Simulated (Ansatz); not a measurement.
BaF₂, DFT, LDA, all-electron PAW with datasets made for the crystal, scalar-relativistic (Ansatz 0.2.0), run on 1 thread of Arm Neoverse V2 on a shared host.

The cell comes from COD entry 9009004, which wasn't checked; take it as a given geometry. The listed cell was then made from it by scaling, straining or moving an atom.

Command: `ansatz run input.yaml --threads 1 --pin off --max-ram 4096MiB --backend cpu --events-out ev --progress --plain --runs-dir out`

```yaml
crystal:
  lattice:
    - [0.0, 3.0581522964, 3.0581522964]
    - [3.0581522964, 0.0, 3.0581522964]
    - [3.0581522964, 3.0581522964, 0.0]
  atoms:
    - { symbol: Ba, position: [0.0, 0.0, 0.0] }
    - { symbol: F, position: [0.25, 0.25, 0.25] }
    - { symbol: F, position: [0.75, 0.75, 0.75] }
kpoints:
  mp_grid: { grid: [8, 8, 8] }
scf:
  occupations: { method: fermi_dirac, width: 0.01 }
hamiltonian:
  xc: lda
  pseudopotentials: { kind: all_electron, datasets: crystal }
output:
  forces: true
  stress: true
  eigenvalues: true
  efg: { contact_densities: true }
```

(1) How large is the problem that the program sets up?

(2) Estimate the wall time and the peak memory.

(3) And the same cell and mesh by PAW (frozen-core files), asked for forces, stress, eigenvalues, efg, write_density, write_potential, elf, on the same hardware?

Answers

(1) 29 irreducible k-points, 941 plane waves at Γ, 16 bands.

(2) 7.3 s of wall time for 8 SCF iterations, with a peak of 0.51 GiB. Times on shared machines scatter by tens of per cent.

(3) 3.3 s, peak memory 0.37 GiB.
